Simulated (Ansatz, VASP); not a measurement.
## One calculation of GaN, two programs

```
CELL_PARAMETERS angstrom
3.17717 0.00000 0.00000
-1.58858 2.75151 0.00000
0.00000 0.00000 5.17522
ATOMIC_POSITIONS crystal
Ga 0.33333 0.66667 0.99917
Ga 0.66667 0.33333 0.49917
N 0.33333 0.66667 0.37583
N 0.66667 0.33333 0.87583
```

Alike in both runs: task relaxation of shape and atoms at fixed volume; functional RPBE; dispersion D4; k mesh 8 × 8 × 6; occupations gaussian, width 0.05 eV; no spin polarisation.

|  | VASP | Ansatz |
| --- | --- | --- |
| version | VASP 6.6.1 | Ansatz 0.2.0 |
| potentials or method | VASP PAW PBE potentials, release 64 (Ga_d, N) | scalar-relativistic, plane waves, PAW |
| plane-wave cutoff (eV) | 600 | 420 |
| valence electrons in the cell | 36 | 36 |

|  | VASP | Ansatz | Ansatz less VASP |
| --- | --- | --- | --- |
| gap on the k mesh at the Fermi level, each at its own relaxed structure (eV) | 2.04 | 2.01 | -0.023 |
| relaxed volume (Å³/atom) | 11.31 | 11.31 | 0.000 |
| relaxed cell length with the largest relative difference (Å) | 3.177 | 3.177 | 0.0000 |

Caveats: the relaxation stopped at its first step, so nothing moved; the PAW data sets were made with another functional, which shifts forces and pressure a little (VASP). A hybrid or GW would open this gap; RPBE tends to underestimate it.
